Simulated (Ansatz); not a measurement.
# TaN: response to strain

Aim: deform TaN (equal xx and yy strain of +1 %) and compute stress, forces and field gradients with LAPW, PAW and all-electron datasets made for the crystal.

Program: Ansatz 0.2.0. Level of theory: DFT PBEsol, scalar-relativistic. These are calculated values, not measurements.

## Step 1: The structure to begin with

It takes space group P6_3/mmc (No. 194, hexagonal). The conventional cell has a = 3.048 Å, b = 3.048 Å, c = 4.918 Å, α = 90.00°, β = 90.00°, γ = 120.00°. Around Ta (site symmetry -3m) lie 6 N at 2.15 Å and 2 Ta at 2.46 Å. N (site symmetry -6m2) is surrounded by 6 Ta at 2.15 Å.

Coordinates:

```
Ta N
1.0
     3.04800    0.00000    0.00000
    -1.52400    2.63965    0.00000
     0.00000    0.00000    4.91800
Ta N
2 2
Cartesian
  0.0000 0.0000 0.0000
  0.0000 0.0000 2.4590
  0.0000 1.7598 1.2295
  1.5240 0.8799 3.6885
```

Atoms are numbered in the order of the input: Ta1, Ta2, N3, N4.

## Step 2: The deformed structure

Space group P6_3/mmc before, P6_3/mmc after.

## Step 3: All-electron LAPW

input.yaml reads:

```yaml
crystal:
  lattice:
    - [3.0784819984, 0.0, 0.0]
    - [-1.5392409992, 2.6660436156, 0.0]
    - [0.0, 0.0, 4.918]
  atoms:
    - { symbol: Ta, position: [0.0, 0.0, 0.0] }
    - { symbol: Ta, position: [0.0, 0.0, 0.5] }
    - { symbol: "N", position: [0.3333333333, 0.6666666667, 0.25] }
    - { symbol: "N", position: [0.6666666667, 0.3333333333, 0.75] }
kpoints:
  mp_grid: { grid: [11, 11, 6] }
  band_path:
    path:
      - [0.0, 0.0, 0.0]
      - [0.5, 0.0, 0.0]
      - [0.3333333333, 0.3333333333, 0.0]
      - [0.0, 0.0, 0.0]
      - [0.0, 0.0, 0.5]
      - [0.5, 0.0, 0.5]
      - [0.3333333333, 0.3333333333, 0.5]
      - [0.0, 0.0, 0.5]
      - [0.5, 0.0, 0.5]
    npoints: 5
scf:
  occupations: { method: fermi_dirac, width: 0.01 }
hamiltonian:
  xc: pbesol
  pseudopotentials: { kind: all_electron, lapw: { basis_error: 0.001 } }
output:
  forces: true
  stress: true
  eigenvalues: true
```

Run with:

```
$ ansatz run input.yaml --threads 1 --pin off --max-ram 4096MiB --backend cpu --events-out ev --progress --plain --runs-dir out
```

## Step 4: PAW with frozen cores

input.yaml reads:

```yaml
crystal:
  lattice:
    - [3.0784819984, 0.0, 0.0]
    - [-1.5392409992, 2.6660436156, 0.0]
    - [0.0, 0.0, 4.918]
  atoms:
    - { symbol: Ta, position: [0.0, 0.0, 0.0] }
    - { symbol: Ta, position: [0.0, 0.0, 0.5] }
    - { symbol: "N", position: [0.3333333333, 0.6666666667, 0.25] }
    - { symbol: "N", position: [0.6666666667, 0.3333333333, 0.75] }
kpoints:
  mp_grid: { grid: [11, 11, 6] }
scf:
  occupations: { method: fermi_dirac, width: 0.01 }
hamiltonian:
  xc: pbesol
  pseudopotentials: { kind: paw }
output:
  forces: true
  stress: true
  eigenvalues: true
  efg: { contact_densities: true }
```

## Step 5: All-electron PAW on datasets made for the crystal

Edit input.yaml of step 4 so:

```diff
@@ -16,3 +16,3 @@
   xc: pbesol
-  pseudopotentials: { kind: paw }
+  pseudopotentials: { kind: all_electron, datasets: crystal }
 output:
```

(Steps that only read results are left out.)

What does the calculation give? Wanted: pressure; largest shear or deviatoric stress.

As calculated:

| quantity | value |
| --- | --- |
| pressure | LAPW 39.08, PAW 39.57, crystal datasets 39.07 GPa |
| largest shear or deviatoric stress (LAPW) | 53.41 GPa |

What this shows: The largest part of the stress beyond the pressure is 53.41 GPa in size, in the zz component; the atoms are carried along and not relaxed. No run of the undeformed cell stands beside it, so pressure and stress hold what the given cell had before the change, as far as its symmetry allows. PAW: stress within 0.73 GPa of LAPW. Crystal datasets: stress within 0.01 GPa of LAPW. Spin-orbit coupling is left out, though the cell holds Ta; in elements this heavy it can shift bands and gaps by tenths of an eV.
